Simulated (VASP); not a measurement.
# SnO2 (Cassiterite) (P4_2/mnm) in VASP: a series of runs

The runs below take SnO2 (Cassiterite) through relaxation of cell and atoms, with PBEsol, PBE, r2SCAN, LDA.

All numbers are computed with VASP 6.6.1; they aren't measurements. Logs are shortened: lines on timing, memory, paths and dates and some standing lists are left out, and cuts for length are marked.

**1. Starting point**

It takes space group P4_2/mnm (No. 136, tetragonal). The conventional cell has a = 4.738 Å, b = 4.738 Å, c = 3.187 Å, α = 90.00°, β = 90.00°, γ = 90.00°. Sn (site symmetry mmm) has 6 O at 2.05 to 2.06 Å as nearest neighbours. O (site symmetry m2m) is surrounded by 3 Sn at 2.05 to 2.06 Å.

**2. Relaxation of cell and atoms, PBEsol**

INCAR

```
ALGO = Normal
EDIFF = 1E-6
EDIFFG = -0.02
ENCUT = 600
GGA = PS
IBRION = 2
ISIF = 3
ISMEAR = -1
LASPH = True
LCHARG = False
LREAL = False
LWAVE = False
NELM = 60
NSW = 60
PREC = Accurate
SIGMA = 0.05
```

KPOINTS

```
k-points
0
Gamma
  7 7 9
```

POSCAR

```
SnO2
1.0
    4.7380000000      0.0000000000      0.0000000000
    0.0000000000      4.7380000000      0.0000000000
    0.0000000000      0.0000000000      3.1865000000
Sn O
2 4
Direct
    0.0000000000      0.0000000000      0.0000000000
    0.5000000000      0.5000000000      0.5000000000
    0.3071000000      0.3071000000      0.0000000000
    0.1929000000      0.8071000000      0.5000000000
    0.6929000000      0.6929000000      0.0000000000
    0.8071000000      0.1929000000      0.5000000000
```

Potentials or basis: VASP PAW PBE potentials, release 64 (Sn_d, O).

Command:

```console
$ cat potpaw_PBE.64/Sn_d/POTCAR potpaw_PBE.64/O/POTCAR > POTCAR
$ mpirun -np 1 vasp_std > vasp.out
```

OUTCAR:

```text
EDIFF = 1E-6
   EDIFFG = -0.02
   ENCUT = 600
   GGA = PS
   IBRION = 2
   ISIF = 3
   ISMEAR = -1
   LASPH = True
   LREAL = False
   NELM = 60
   NSW = 60
   PREC = Accurate

 ion  position               nearest neighbor table
   1  0.000  0.000  0.000-   4 2.05   6 2.05   4 2.05   6 2.05   5 2.06   3 2.06   2 3.71   2 3.71
                             2 3.71   2 3.71   2 3.71   2 3.71   2 3.71   2 3.71
   2  0.500  0.500  0.500-   3 2.05   5 2.05   3 2.05   5 2.05   4 2.06   6 2.06   1 3.71   1 3.71
                             1 3.71   1 3.71   1 3.71   1 3.71   1 3.71   1 3.71
   3  0.307  0.307  0.000-   2 2.05   2 2.05   1 2.06
   4  0.193  0.807  0.500-   1 2.05   1 2.05   2 2.06
   5  0.693  0.693  0.000-   2 2.05   2 2.05   1 2.06
   6  0.807  0.193  0.500-   1 2.05   1 2.05   2 2.06

  LATTYP: Found a simple tetragonal cell.
 ALAT       =     4.7380000000
 C/A-ratio  =     0.6725411566

  Lattice vectors:

 A1 = (   4.7380000000,   0.0000000000,   0.0000000000)
 A2 = (   0.0000000000,   4.7380000000,   0.0000000000)
 A3 = (   0.0000000000,   0.0000000000,   3.1865000000)

Analysis of symmetry for initial positions (statically):
=====================================================================
 Subroutine PRICEL returns:
 Original cell was already a primitive cell.

 Routine SETGRP: Setting up the symmetry group for a
 simple tetragonal supercell.

 Subroutine GETGRP returns: Found 16 space group operations
 (whereof  8 operations were pure point group operations)
 out of a pool of 16 trial point group operations.

The static configuration has the point symmetry D_2h.
 The point group associated with its full space group is D_4h.

Analysis of symmetry for dynamics (positions and initial velocities):
=====================================================================
 Subroutine PRICEL returns:
 Original cell was already a primitive cell.

 Routine SETGRP: Setting up the symmetry group for a
 simple tetragonal supercell.

 Subroutine GETGRP returns: Found 16 space group operations
 (whereof  8 operations were pure point group operations)
 out of a pool of 16 trial point group operations.

The dynamic configuration has the point symmetry D_2h.
 The point group associated with its full space group is D_4h.

 Subroutine INISYM returns: Found 16 space group operations
 (whereof  8 operations are pure point group operations),
 and found     1 'primitive' translations

----------------------------------------------------------------------------------------

                                     Primitive cell

  volume of cell :      71.5326

  direct lattice vectors                    reciprocal lattice vectors
     4.738000000  0.000000000  0.000000000     0.211059519  0.000000000  0.000000000
     0.000000000  4.738000000  0.000000000     0.000000000  0.211059519  0.000000000
     0.000000000  0.000000000  3.186500000     0.000000000  0.000000000  0.313823945

  length of vectors
     4.738000000  4.738000000  3.186500000     0.211059519  0.211059519  0.313823945

  position of ions in fractional coordinates (direct lattice)
     0.000000000  0.000000000  0.000000000
     0.500000000  0.500000000  0.500000000
     0.307100000  0.307100000  0.000000000
     0.192900000  0.807100000  0.500000000
     0.692900000  0.692900000  0.000000000
     0.807100000  0.192900000  0.500000000

  ion indices of the primitive-cell ions
   primitive index   ion index
                 1           1
                 2           2
                 3           3
                 4           4
                 5           5
                 6           6

----------------------------------------------------------------------------------------

 KPOINTS: k-points

Automatic generation of k-mesh.
 Grid dimensions read from file:
 generate k-points for:    7    7    9

 Generating k-lattice:

  Cartesian coordinates                     Fractional coordinates (reciprocal lattice)
     0.030151360  0.000000000  0.000000000     0.142857143  0.000000000  0.000000000
     0.000000000  0.030151360  0.000000000     0.000000000  0.142857143  0.000000000
     0.000000000  0.000000000  0.034869327     0.000000000  0.000000000  0.111111111

  Length of vectors
     0.030151360  0.030151360  0.034869327

  Shift w.r.t. Gamma in fractional coordinates (k-lattice)
     0.000000000  0.000000000  0.000000000

 Subroutine IBZKPT returns following result:
 ===========================================

 Found     50 irreducible k-points:

 Following reciprocal coordinates:
            Coordinates               Weight
  0.000000  0.000000  0.000000      1.000000
  0.142857  0.000000  0.000000      4.000000
  0.285714  0.000000  0.000000      4.000000
  0.428571  0.000000  0.000000      4.000000
  0.142857  0.142857  0.000000      4.000000
  0.285714  0.142857  0.000000      8.000000
[... 16 lines left out ...]
  0.285714  0.000000  0.222222      8.000000
  0.428571  0.000000  0.222222      8.000000
 [... further k-points ...]
   k-points           NKPTS =     50   k-points in BZ     NKDIM =     50   number of bands    NBANDS=     31
   number of dos      NEDOS =    301   number of ions     NIONS =      6
   total plane-waves  NPLWV =  44800
   dimension x,y,z NGX =    40 NGY =   40 NGZ =   28
   dimension x,y,z NGXF=    80 NGYF=   80 NGZF=   56
   ions per type =               2   4
   NGX,Y,Z   is equivalent  to a cutoff of  14.04, 14.04, 14.61 a.u.
   NGXF,Y,Z  is equivalent  to a cutoff of  28.07, 28.07, 29.22 a.u.
 SYSTEM =  unknown system
   PREC   = accura    normal or accurate (medium, high low for compatibility)
   ISTART =      0    job   : 0-new  1-cont  2-samecut
   ICHARG =      2    charge: 1-file 2-atom 10-const
   ISPIN  =      1    spin polarized calculation?
   LNONCOLLINEAR =      F non collinear calculations
   LSORBIT =      F    spin-orbit coupling
   LASPH  =      T    aspherical Exc in radial PAW
   ENCUT  =  600.0 eV  44.10 Ry    6.64 a.u.   9.46  9.46  6.36*2*pi/ulx,y,z
   NELM   =     60;   NELMIN=  2; NELMDL= -5     # of ELM steps
   EDIFF  = 0.1E-05   stopping-criterion for ELM
   LREAL  =      F    real-space projection
   EDIFFG = -.2E-01   stopping-criterion for IOM
   NSW    =     60    number of steps for IOM
   IBRION =      2    ionic relax: 0-MD 1-quasi-New 2-CG
   NFREE  =      1    steps in history (QN), initial steepest desc. (CG)
   ISIF   =      3    stress and relaxation
   ISYM   =      2    0-nonsym 1-usesym 2-fastsym
   POTIM  = 0.5000    time-step for ionic-motion
   TEBEG  =    0.0;   TEEND  =   0.0 temperature during run
   PSTRESS=    0.0 pullay stress
   NELECT =      52.0000    total number of electrons
   NUPDOWN=      -1.0000    fix difference up-down
   EMIN   =  10.00;   EMAX   =-10.00  energy-range for DOS
   EFERMI =   0.00;   METHOD = LEGACY
   ISMEAR =    -1;   SIGMA  =   0.05  broadening in eV -4-tet -1-fermi 0-gaus
   EFERMI_NEDOS =   21; number of points for ismear=-14 and -15
   IALGO  =     38    algorithm
   IMIX   =      4    mixing-type and parameters
     AMIX     =   0.40;   BMIX     =  1.00
     AMIX_MAG =   1.60;   BMIX_MAG =  1.00
  volume/ion in A,a.u.               =      11.92        80.45
  Fermi-wavevector in a.u.,A,eV,Ry     =   1.472000  2.781677 29.480903  2.166785
  Thomas-Fermi vector in A             =   2.587068
   LORBIT       =      0    0 simple, 1 ext, 2 COOP (PROOUT), +10 PAW based schemes
   GGA     = PS    functional components
   LHFCALC =     F    Hartree Fock is set to
   AEXX    =    0.0000 exact exchange contribution
   IVDW    =     0    specifies the selected vdW correction
   LEPSILON=     F    determine dielectric tensor
   LRPA    =     F    only Hartree local field effects (RPA)
 conjugate gradient relaxation of ions
 non-spin polarized calculation
  energy-cutoff  :      600.00
  volume of cell :       71.53
 maximum number of plane-waves:      2409
 NGX is ok and might be reduce to    40
   NGX = 19   NGY = 19   NGZ = 13

--------------------------------------- Ionic step        1  -------------------------------------------

 number of electron      52.0000000 magnetization

 Free energy of the ion-electron system (eV)
  ---------------------------------------------------
  ext. energy  EPLUGINS =         0.00000000
  ---------------------------------------------------
  free energy    TOTEN  =       -39.64556716 eV

  energy without entropy =      -39.64556709  energy(sigma->0) =      -39.64556713

------------------------ aborting loop because EDIFF is reached ----------------------------------------

  FORCE on cell =-STRESS in cart. coord.  units (eV):
  Direction    XX          YY          ZZ          XY          YZ          ZX
  --------------------------------------------------------------------------------------
  -------------------------------------------------------------------------------------
  Total        2.0020294      2.0020294      3.0116231     -0.0000000      0.0000000      0.0000000
  in kB       44.8411754     44.8411754     67.4539161     -0.0000000      0.0000000      0.0000000
  external PRESSURE =      52.3787557 kB  Pullay stress =       0.0000000 kB

 VOLUME and BASIS-vectors are now :
 -----------------------------------------------------------------------------
  energy-cutoff  :      600.00
  volume of cell :       71.53
      direct lattice vectors                 reciprocal lattice vectors
     4.738000000  0.000000000  0.000000000     0.211059519  0.000000000  0.000000000
     0.000000000  4.738000000  0.000000000     0.000000000  0.211059519  0.000000000
     0.000000000  0.000000000  3.186500000     0.000000000  0.000000000  0.313823945
[... 41 lines left out ...]
 POSITION                                       TOTAL-FORCE (eV/Angst)
 -----------------------------------------------------------------------------------
      0.00000      0.00000      0.00000         0.000000     -0.000000      0.000000
      2.40713      2.40713      1.63183         0.000000     -0.000000      0.000000
      1.47057      1.47057      3.26366         0.154021      0.154021      0.000000
      0.93657      3.87770      1.63183        -0.154021      0.154021      0.000000
      3.34370      3.34370      0.00000        -0.154021     -0.154021     -0.000000
      3.87770      0.93657      1.63183         0.154021     -0.154021     -0.000000
 -----------------------------------------------------------------------------------
    total drift:                               -0.000000     -0.000000     -0.000000

  FREE ENERGIE OF THE ION-ELECTRON SYSTEM (eV)
  ---------------------------------------------------
  free  energy   TOTEN  =       -39.6217836113 eV

  energy  without entropy=      -39.6217495521  energy(sigma->0) =      -39.62176658

--------------------------------------- Ionic step        3  -------------------------------------------

 number of electron      52.0000005 magnetization

 Free energy of the ion-electron system (eV)
  ---------------------------------------------------
  ext. energy  EPLUGINS =         0.00000000
  ---------------------------------------------------
  free energy    TOTEN  =       -39.67575516 eV

  energy without entropy =      -39.67575410  energy(sigma->0) =      -39.67575463

 E-fermi :   6.2060     XC(G=0): -11.4125

 val. band max:        5.7453379787   @ k =   0.0000   0.0000   0.0000
 cond. band min:       6.6266357317   @ k =   0.0000   0.0000   0.0000
 fundamental gap:      0.8812977530
 Fermi energy:         6.2060165493

 k-point     1 :       0.0000    0.0000    0.0000
  band No.  band energies     occupation
      1     -15.2510      2.00000
      2     -14.5053      2.00000
      3     -14.2689      2.00000
      4     -14.2440      2.00000
      5     -14.2440      2.00000
      6     -14.1769      2.00000
[... 805 lines left out ...]
     30      13.9483      0.00000
     31      14.8072      0.00000

 [... further k-points ...]
[... 5 lines left out ...]
  --------------------------------------------------------------------------------------
  -------------------------------------------------------------------------------------
  Total        0.0127506      0.0127506     -0.0966624      0.0000000      0.0000000      0.0000000
  in kB        0.2789222      0.2789222     -2.1145094      0.0000000      0.0000000      0.0000000
  external PRESSURE =      -0.5188883 kB  Pullay stress =       0.0000000 kB

 VOLUME and BASIS-vectors are now :
 -----------------------------------------------------------------------------
  energy-cutoff  :      600.00
  volume of cell :       73.24
      direct lattice vectors                 reciprocal lattice vectors
     4.770055815 -0.000000000  0.000000000     0.209641153  0.000000000  0.000000000
    -0.000000000  4.770055815  0.000000000     0.000000000  0.209641153  0.000000000
     0.000000000  0.000000000  3.218930666     0.000000000  0.000000000  0.310662174

 POSITION                                       TOTAL-FORCE (eV/Angst)
 -----------------------------------------------------------------------------------
      0.00000      0.00000      0.00000        -0.000000      0.000000      0.000000
      2.38503      2.38503      1.60947        -0.000000      0.000000      0.000000
      1.46152      1.46152      0.00000        -0.012137     -0.012137     -0.000000
      0.92350      3.84655      1.60947         0.012137     -0.012137      0.000000
      3.30853      3.30853      0.00000         0.012137      0.012137      0.000000
      3.84655      0.92350      1.60947        -0.012137      0.012137      0.000000
 -----------------------------------------------------------------------------------
    total drift:                                0.000000      0.000000     -0.000000

  FREE ENERGIE OF THE ION-ELECTRON SYSTEM (eV)
  ---------------------------------------------------
  free  energy   TOTEN  =       -39.6757551618 eV

  energy  without entropy=      -39.6757540962  energy(sigma->0) =      -39.67575463

 reached required accuracy - stopping structural energy minimisation
```

Run time: 3.9 min. Hardware: 1 thread of Intel Xeon Platinum 8488C (Sapphire Rapids), shared host; peak memory 0.27 GiB.

What came out:

- Free energy: -39.6758 eV
- Relaxed volume: 12.21 Å³/atom
- Relaxed cell: a = 4.770 Å, b = 4.770 Å, c = 3.219 Å, α = 90.00°, β = 90.00°, γ = 90.00°
- Space group after relaxing (to 0.05 Å): P4_2/mnm (No. 136)
- Energy gained by relaxing: 5.0 meV/atom
- Ionic steps: 3
- Pressure after relaxing: -0.1 GPa
- Largest force after relaxing: 0.017 eV/Å
- Band gap on the k mesh: 0.88 eV, direct

Forces in eV/Å, atoms in the order of the input:
```
Sn   0.000  0.000  0.000
Sn   0.000  0.000  0.000
O   -0.012 -0.012  0.000
O    0.012 -0.012  0.000
O    0.012  0.012  0.000
O   -0.012  0.012  0.000
```

Step by step:
```tsv
step	energy change (eV)	largest force (eV/Å)	pressure (GPa)	volume (Å³)
1	0.0000	0.2277	5.24	71.53
2	0.0238	0.2178	-6.25	75.64
3	-0.0302	0.0172	-0.05	73.24
```

Final structure:
```xyz
6
Lattice="4.7701 0.0000 0.0000 0.0000 4.7701 0.0000 0.0000 0.0000 3.2189" Properties=species:S:1:pos:R:3 pbc="T T T"
Sn    0.0000    0.0000    0.0000
Sn    2.3850    2.3850    1.6095
O     1.4615    1.4615    0.0000
O     0.9235    3.8466    1.6095
O     3.3085    3.3085    0.0000
O     3.8466    0.9235    1.6095
```

Caveat: the PAW data sets were made with another functional, which shifts forces and pressure a little; spin-orbit coupling is left out, which moves the levels of the heavy elements. Zero-point motion and thermal expansion aren't in these numbers.

(Part 1 of 2 ends here.)
